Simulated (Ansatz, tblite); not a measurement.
## A script for CuI (GFN1-xTB)

These are simulated results from tblite 0.8.0, not measurements. The cell was built from a prototype and was relaxed with r2SCAN in plane waves (Ansatz 0.2.0). Not every such cell is a known phase. All runs are without spin polarisation.

Space group P6_3/mmc (No. 194), hexagonal; conventional cell a = 4.147 Å, c = 6.336 Å, 23.60 Å³ an atom. Cu has 6 I at 2.87 Å; I has 6 Cu at 2.87 Å.

tblite solves periodic systems at the zone centre alone, so the script builds a cluster of 3×3×2 conventional cells (72 atoms), which folds in a coarse mesh of k points.

run.py reads:

```python
import json
from ase import Atoms
from ase.build import make_supercell
from ase.units import Bohr, GPa, Hartree
from tblite.interface import Calculator

atoms = Atoms(['Cu', 'Cu', 'I', 'I'],
              cell=[[4.147337, -0.0, -0.0], [-2.073669, 3.591699, 0.0], [0.0, 0.0, 6.336356]],
              scaled_positions=[[0.0, -0.0, -0.0], [0.0, -0.0, 0.5], [0.333333, 0.666667, 0.25], [0.666667, 0.333333, 0.75]],
              pbc=True)
cluster = make_supercell(atoms, [[3, 0, 0], [0, 3, 0], [0, 0, 2]])
calc = Calculator('GFN1-xTB', cluster.numbers, cluster.positions / Bohr, lattice=cluster.cell[:] / Bohr, periodic=cluster.pbc)
calc.set('temperature', 0.02 / Hartree)
calc.set('max-iter', 150)
res = calc.singlepoint()
levels = res.get('orbital-energies') * Hartree
nv = round(res.get('orbital-occupations').sum() / 2)
cells = len(cluster) // len(atoms)
out = {'energy_per_cell': res.get('energy') * Hartree / cells, 'homo': levels[nv - 1], 'lumo': levels[nv],
       'stress': (-res.get('virial') * Hartree / cluster.get_volume() / GPa).tolist(), 'charges': res.get('charges')[:len(atoms)].tolist(), 'electrons': 2 * nv / cells}
json.dump(out, open('results.json', 'w'))
for key, value in out.items():
    print(key, value)
```

Command: `python run.py`. It took 3.7 s on 1 thread of Arm Neoverse V1 (shared host), peak memory 0.15 GiB.

What it printed:

```
------------------------------------------------------------
  cycle        total energy    energy error   density error
------------------------------------------------------------
      1     -308.9701692751  -3.0835590E+02   8.2439890E-01
      2     -309.2105039327  -2.4033466E-01   4.9551474E-01
      3     -309.2072358800   3.2680528E-03   3.6810502E-02
      4     -309.2132473977  -6.0115178E-03   9.2243735E-04
      5     -309.2132478764  -4.7865245E-07   3.7045944E-04
      6     -309.2132478765  -1.3056933E-10   1.0958795E-06
------------------------------------------------------------

 total:                                   3.038 sec
energy_per_cell -467.45116954535234
homo -7.872968204478402
lumo -6.551203068543032
stress [[3.669357695319323, -0.0003632621537821222, -4.859139980539446e-07], [-0.0003632621537819301, 3.668936843212564, -4.649342702438687e-07], [-4.859139980081796e-07, -4.649342704207759e-07, 3.845551549485814]]
charges [-0.04635753468083181, -0.04635190254063015, 0.046357801629811735, 0.04635707847616649]
electrons 36.0
```

The cycle table is in hartree for the whole cluster, and the lines after it are in eV (the energy for one cell). The printed stress is in GPa and positive in compression, and the pressure is its mean diagonal.

GFN1-xTB gives a gap of 1.32 eV. On the same cell, plane-wave PBE (Ansatz, 12×12×4 k points and the special points) gives a gap of 0.48 eV and r2SCAN a gap of 0.84 eV; on shared hosts these took about 16 and 37 core-seconds on the 4-atom cell, against 3.7 for the script. Spin-orbit coupling, left out in all these runs, can cut or reorder the gap by tenths of an eV, up to about 1 eV with Pb or Bi. xTB was fitted to molecules, so gaps, charges and pressures of solids can be far off, and the gap also depends on the size of the cluster.

The same script was run on cells scaled at fixed shape and fractional coordinates:

| volume (Å³/atom) | energy (meV/atom) | pressure (GPa, positive in compression) | gap (eV) |
| --- | --- | --- | --- |
| 20.76 | 182.2 | 18.48 | 1.65 |
| 22.18 | 58.8 | 9.91 | 1.46 |
| 23.60 | 0.0 | 3.73 | 1.32 |
| 25.01 | -11.9 | -0.79 | 1.22 |
| 26.43 | 10.5 | -4.09 | 1.16 |

A Birch-Murnaghan fit puts the minimum at 24.73 Å³/atom, 4.8 % above the given cell, with a bulk modulus of 71.6 GPa at fixed shape.

xTB was fitted mostly to molecules, and a small cluster samples few k points, so gaps, pressures and kinks along a curve can be far from a solid's.

Spin-orbit coupling is left out, which matters wherever the heavy atoms make up the band edges.
